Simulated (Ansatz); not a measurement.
# ZrSe2 (P-3m1) in Ansatz: convergence with ecutfock ratio

Aim: find how far ecutfock ratio must go before the results for ZrSe2 settle, at PBE0. This setting moves, with any that are tied to it; all else stays.

Program: Ansatz 0.2.0. These are calculated values, not measurements. Logs are shortened: lines on timing, memory, paths and dates and some standing lists are left out, and cuts for length are marked.

**1. The structure**

Symmetry: P-3m1, No. 164, trigonal system. Conventional cell: a = 3.798 Å, b = 3.798 Å, c = 6.192 Å, α = 90.00°, β = 90.00°, γ = 120.00°. Zr (site symmetry -3m) has 6 Se at 2.68 Å as nearest neighbours. Se (site symmetry 3m) is surrounded by 3 Zr at 2.68 Å.

**2. With ecutfock ratio 1**

Input file input.yaml:

```yaml
crystal:
  lattice:
    - [3.798, 0.0, 0.0]
    - [-1.899, 3.2891644836, 0.0]
    - [0.0, 0.0, 6.192]
  atoms:
    - { symbol: Zr, position: [0.0, 0.0, 0.0] }
    - { symbol: Se, position: [0.6666666667, 0.3333333333, 0.75] }
    - { symbol: Se, position: [0.3333333333, 0.6666666667, 0.25] }
hamiltonian:
  xc: pbe0
  pseudopotentials: { kind: paw, level: accurate }
kpoints:
  mp_grid: { grid: [4, 4, 3] }
scf:
  occupations: { method: cold, width: 0.1 }
  exx: { ecutfock_ratio: 1 }
output:
  forces: true
  stress: true
  eigenvalues: true
```

Potentials or basis: Ansatz PAW earlier set.

Run with:

```console
$ ansatz run input.yaml --threads 2 --pin off --max-ram 5632MiB --backend cpu --events-out ev --progress --plain --runs-dir out
```

Wall time 99 s (2 threads of Intel Xeon at 2.50GHz (Skylake/Cascade Lake), shared host); peak memory 1.4 GiB.

What came out:

- Free energy: -15131.8923 eV
- Pressure: 1.1 GPa
- Largest force: 0.042 eV/Å
- Band gap on the k mesh: 1.74 eV, indirect (least direct gap 2.45 eV)

**3. With ecutfock ratio 2**

input.yaml: that of step 2 with these lines changed.

```diff
@@ -16,3 +16,3 @@
   occupations: { method: cold, width: 0.1 }
-  exx: { ecutfock_ratio: 1 }
+  exx: { ecutfock_ratio: 2 }
 output:
```

Potentials or basis: Ansatz PAW earlier set.

Run with:

```console
$ ansatz run input.yaml --threads 2 --pin off --max-ram 5632MiB --backend cpu --events-out ev --progress --plain --runs-dir out
```

Run time: 1.9 min. Hardware: 2 threads of Intel Xeon at 2.50GHz (Skylake/Cascade Lake), shared host; peak memory 1.6 GiB.

What came out:

| Item | Value |
| --- | --- |
| Free energy | -15131.9379 eV |
| Pressure | 1.1 GPa |
| Largest force | 0.042 eV/Å |
| Band gap on the k mesh | 1.74 eV, indirect (least direct gap 2.45 eV) |

**4. With ecutfock ratio 3**

input.yaml: that of step 3 with these lines changed.

```diff
@@ -16,3 +16,3 @@
   occupations: { method: cold, width: 0.1 }
-  exx: { ecutfock_ratio: 2 }
+  exx: { ecutfock_ratio: 3 }
 output:
```

Run with:

```console
$ ansatz run input.yaml --threads 2 --pin off --max-ram 5632MiB --backend cpu --events-out ev --progress --plain --runs-dir out
```

Wall time 2 min (2 threads of Intel Xeon at 2.50GHz (Skylake/Cascade Lake), shared host); peak memory 1.8 GiB.

Results (log left out):

```yaml
Free_energy: -15131.9383 eV
Pressure: 1.1 GPa
Largest_force: 0.042 eV/Å
Band_gap_on_the_k_mesh: 1.74 eV, indirect (least direct gap 2.45 eV)
```

**5. With ecutfock ratio 4**

input.yaml: that of step 4 with these lines changed.

```diff
@@ -16,3 +16,3 @@
   occupations: { method: cold, width: 0.1 }
-  exx: { ecutfock_ratio: 3 }
+  exx: { ecutfock_ratio: 4 }
 output:
```

Potentials or basis: Ansatz PAW earlier set.

Run with:

```console
$ ansatz run input.yaml --threads 2 --pin off --max-ram 5632MiB --backend cpu --events-out ev --progress --plain --runs-dir out
```

Standard output:

```text
Warning: output.stress: scf.convergence.dr2_threshold = 1e-7 eV (the SCF's general default) is looser than the 3e-10 eV advised for a printed stress (1e-10 eV for each atom of the cell: 3). What an SCF threshold leaves in a stress goes as its square root, and in the free energy as the threshold itself, and one threshold admits the most on a small cell: of the crystals measured, under no hybrid functional and no lock of the moments, on runs that ended without the residual-converged pass, on stresses that held no estimate of that error, the worst erred by over 100 MPa in a component at 1e-7 eV an atom and by under 5 at 1e-10. Set scf.convergence.dr2_threshold to 3e-10 eV or tighter. The threshold is an SCF's pass mark: one that does not reach it within its budget of iterations ends unconverged, or closes short of it on a stop that the run arms, and scf.convergence.dr2_threshold's page says what that costs each kind of run
Warning: output.stress: scf.exx.energy_threshold = 1e-6 eV is looser than the 3e-8 eV advised for a stress under a hybrid functional (1e-8 eV for each atom of the cell: 3). Every SCF of the exchange loop can meet its threshold on dr2 while the loop round them stops early: no threshold on dr2 bounds what that leaves in the stress. Set scf.exx.energy_threshold to 3e-8 eV or tighter. The threshold is the loop's pass mark: a loop that does not reach it within its budget of cycles ends unconverged, and scf.exx.energy_threshold's page has the law
Warning: RAYON_NUM_THREADS=2 ignored (pool sized by the plan → 2); use --threads N
Engine: ansatz 0.2.0, x86_64-unknown-linux-gnu
Pseudopotentials: kind: paw, level: accurate
Pseudopotential: Zr, paw, valence charge 12, recommended cutoff 500 eV (high), Zr.paw.azcp
Pseudopotential: Se, paw, valence charge 16, recommended cutoff 580 eV (normal), Se.paw.azcp#accurate
Functional definition: PBE0
  parameter a = 0.25
  parameter kappa = 0.804
  parameter beta = 0.06672455060314922
  exchange = (1 - a)*pbe_x(kappa = kappa, mu = beta*pi^2/3) + a*exact_x
  correlation = pbe_c(beta = beta)
Crystal: 3 atoms, lattice volume = 77.352 Å³
Basis set: ecut = 580 eV, 2491 PW (Γ), exchange–correlation on 60×60×100 points (8 copies of the dense FFT grid, shifted against one another)
Bands: 27, of which v1, the nominal top of the filled ones, is band 22 counted from 1 (21 counted from 0)
Symmetry: 12 space group operations
Space group: P-3m1 (ITA 164), of the structure as read, at distance tolerance 4.3e-5 Å
k-points: 9 of 48
Non-local potential: Zr, projectors of the file, l = 0: 3, l = 1: 3, l = 2: 3, l = 3: 2
Non-local potential: Se, projectors of the file, l = 0: 3, l = 1: 3, l = 2: 3, l = 3: 2, l = 4: 1
PAW form: soft (Blöchl's): semilocal exchange-correlation on the pseudo side does not see the compensation charge
PAW frozen core: Zr, regenerated for the run's functional, and the local potential with it (the file was generated under x = pbe(κ = 0.804, μ = 0.2195149727645171), c = pbe(β = 0.06672455060314922))
PAW frozen core: Se, regenerated for the run's functional, and the local potential with it (the file was generated under x = pbe(κ = 0.804, μ = 0.2195149727645171), c = pbe(β = 0.06672455060314922))
PAW one-centre angular grid: Zr, 590 points (default); XC on 64 Gauss nodes
PAW one-centre angular grid: Se, 590 points (default); XC on 64 Gauss nodes
Initial density: superposition of atomic densities (chi_scale 0.1, normalization cell, long waves kept (reshape's long-wave potential 0.07 eV rms))
Initial wavefunctions: pseudopotential atomic-orbital guess
Functional: x = pbe(κ = 0.804, μ = 0.2195149727645171), c = pbe(β = 0.06672455060314922), warm-up for x = 0.75 pbe(κ = 0.804, μ = 0.2195149727645171) + 0.25 exact, c = pbe(β = 0.06672455060314922)
SCF iter   1: F=—  HF=-15129.615837 eV  |F-HF|=—  |Δ(HF+E_count)|=         —  Δρ=8.73e-2  dr2=2.27e1  ethr=1.00e-1  ⟨swp⟩=3.6  Hψ=598  notcnv=0
[... 34 lines left out ...]
SCF iter   6: F=—  HF=-15131.938335 eV  |F-HF|=—  |Δ(HF+E_count)|=   1.61e-8  S|Δr|=    0.00e0  Δρ=2.24e-6  dr2=1.12e-8  ethr=5.98e-12  ⟨swp⟩=4.3  Hψ=757  notcnv=0
SCF iter   7: F=-15131.938335 eV  HF=-15131.938335 eV  |F-HF|=7.28e-11  |Δ(HF+E_count)|=   3.25e-9  S|Δr|=    0.00e0  Δρ=1.97e-7  dr2=2.40e-10  ethr=5.98e-12  ⟨swp⟩=3.3  Hψ=547  notcnv=0  defer=1
SCF 3 converged in 7 iterations: F = -15131.938335 eV  dr2 = 2.40e-10
  Residual-converged pass: ⟨swp⟩=3.0  Hψ=572  notcnv=0  max |occ|·‖R‖ = 3.9e-7 eV (tolerance 4.3e-7 eV)  dr2=2.42e-10  dr2_onsite=1.68e-12  max |Δocc| = 1.5e-42
hybrid outer 2: dexx = +1.051e-6 eV, tail = 1.24e-8 eV, Δε = 8.07e-3 eV (about 1.93e-4 eV left of the loop's levels), ΔF = 1.32e-3 eV/Å (tail 4.27e-4)
hybrid SCF converged: 2 outer / 14 inner (+8 warm-up), last move |dexx| = 1.05e-6 eV, tail = 1.24e-8 eV
Stability not checked: this state was not tested for a lower state beside it, because the functional holds exact exchange (a hybrid, or Hartree-Fock), whose exchange loop this test does not read (fock_operator; see scf.lower_state_search)
Free energy (F): -15131.938335 eV
Frozen-core exchange: fock
Harris-Foulkes:  -15131.938335 eV  (|F-HF|=7.28e-11)
Internal energy: -15131.938335 eV  (E = F + TS)
E sigma→0 (E₀):  -15131.938335 eV
Fermi energy:    8.693903 eV
Step filling:    the computed levels leave a gap of 1.7434 eV = 17.4 smearing widths at the electron count; against every level under it full and every level over it empty, smearing changes F+E_penalty+E_count by +6.41e-36 meV and its σ→0 estimate by -1.92e-33 meV
--- Per-component energies (eV) ---
  E_band       = -1045.469377
  E_kinetic    = 729.656829
  E_local      = -8551.016405  (includes V_loc(G=0)·N_el)
  E_nonlocal   = 1387.944444
  E_hartree    = 3014.110413
  E_xc         = -561.077391
  E_vxc        = -334.212160  (∫ρ·V_xc dr)
  E_exx        = -186.342393  (= α·E_x^exact, valence–valence)
  E_paw        = -6639.339905  (= ΣΔE_a, less E_core_relax)
  E_vpaw       = 66.621348  (= ΣTr[D̂ρ^β], less what the cores' own moments, if any, meet on the grid)
  E_core_relax = -0.000890  (the energy of the cores' relaxation)
  E_aug_tail   = -0.000162  (compensation charges beyond the density's cutoff)
  E_ewald      = -4323.301427
  E_core_change = -2.571448  (= ΣΔE_core)
  E_smearing   = 0.000000  (= −TS)
  E_closure    = -0.000001  (closes the sum)
  Σ components = -15131.938335   (vs F -15131.938335, Δ=0.00e0)
--- Forces (eV/Å), atoms counted from 1 ---
  atom   1  Zr     0.00000000     0.00000000     0.00000000
  atom   2  Se     0.00000000    -0.00000000    -0.04225820
  atom   3  Se    -0.00000000     0.00000000     0.04225820
  max |Σ_I F_I| component: 7.89e-31 eV/Å
--- Stress (GPa, compression-positive) ---
        0.910986       0.000000       0.000000
        0.000000       0.910986      -0.000000
        0.000000      -0.000000       1.513816
  P = ⅓ Tr σ = 1.1119 GPa (11.119 kbar)
--- Band table (eV; the first three rows and the last of 9) ---
  k-point 0: bands = ["-45.4380", "-42.9040", "-42.9040", "-42.9037", "-42.9037", "-42.9008", "-42.9005", "-42.8922", "-42.8922", "-42.8921", "-42.8921", "-22.0860", "-21.9418", "-21.9418", "-6.8519", "-5.4032", "2.4552", "4.6074", "4.6074", "7.6700", "7.6700", "7.7571", "10.2032", "10.2032", "10.8234", "13.5975", "13.5975"]
  k-point 1: bands = ["-45.4381", "-42.9040", "-42.9040", "-42.9037", "-42.9037", "-42.9007", "-42.9005", "-42.8922", "-42.8922", "-42.8920", "-42.8920", "-22.0861", "-21.9418", "-21.9418", "-6.6568", "-5.6988", "3.2649", "4.6456", "4.6456", "6.1244", "7.5349", "7.5349", "10.1816", "10.1816", "11.1915", "13.9253", "13.9253"]
  k-point 2: bands = ["-45.4322", "-42.9041", "-42.9040", "-42.9035", "-42.9023", "-42.9006", "-42.9003", "-42.8921", "-42.8919", "-42.8919", "-42.8917", "-22.0639", "-22.0523", "-21.9668", "-6.2828", "-5.4631", "3.3045", "4.0785", "4.6995", "4.8598", "6.5105", "7.0527", "9.9881", "11.3923", "11.6110", "13.4778", "13.7283"]
  k-point 8: bands = ["-45.4264", "-42.9041", "-42.9039", "-42.9038", "-42.9011", "-42.9003", "-42.9002", "-42.8919", "-42.8917", "-42.8916", "-42.8914", "-22.1217", "-22.0411", "-22.0311", "-5.6301", "-5.4971", "3.2159", "3.5127", "4.6375", "5.0009", "5.3117", "6.0132", "10.7785", "11.2321", "12.0355", "13.2926", "14.3496"]
```

Wall time 2.2 min (2 threads of Intel Xeon at 2.50GHz (Skylake/Cascade Lake), shared host); peak memory 1.9 GiB.

Results:

```
Free energy            : -15131.9383 eV
Pressure               : 1.1 GPa
Largest force          : 0.042 eV/Å
Band gap on the k mesh : 1.74 eV, indirect (least direct gap 2.45 eV)
```

**6. Summary**

```
ecutfock ratio  energy less the tightest run, at zero smearing (meV/atom)  SCF cycles  CPU time (s)  peak memory (GiB)
             1                                                      15.34          22           180                1.4
             2                                                       0.16          22           210                1.6
             3                                                       0.00          22           230                1.8
             4                                                       0.00          22           240                1.9
```

Against the tightest run, the energy stays within 1 meV/atom from 2 on. The tightest run that finished is the yardstick and may itself not be fully converged.

Caveats: all runs use coarse meshes; odd divisions of the mesh miss points on the zone boundary, where band edges often lie, so the gap on the mesh can be too wide; this functional lacks dispersion, which binds the layers, so the pressure and a relaxed spacing across them are unreliable; the PAW data sets come from PBE, with cores solved anew for the run's functional, which leaves a small shift of forces and pressure; the thresholds are loose for stress.
